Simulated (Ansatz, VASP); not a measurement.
Rh: VASP beside Ansatz

```
CELL_PARAMETERS angstrom
0.00000 1.87762 1.87762
1.87762 0.00000 1.87762
1.87762 1.87762 0.00000
ATOMIC_POSITIONS crystal
Rh 0.00000 0.00000 0.00000
```

Alike in both runs: task single point; functional LDA; k mesh 14 × 14 × 14; no spin polarisation.

|  | VASP | Ansatz |
| --- | --- | --- |
| version | VASP 6.6.1 | Ansatz 0.2.0 |
| potentials or method | VASP PAW LDA potentials, release 64 (Rh_pv) | plane waves (420 eV) with PAW, scalar-relativistic |
| plane-wave cutoff (eV) | 520 | 420 |
| occupations | methfessel-paxton of order 1, width 0.6 eV | cold, width 0.6 eV |
| valence electrons in the cell | 15 | 17 |

Ansatz gave:

* pressure (GPa): -0.3

**Question.** Estimate VASP's values.

**Answer.** Pressure (GPa): 0.6.

The two sets of potentials don't hold the same shells in valence. Ansatz warned: «pseudo_functional_mismatch».
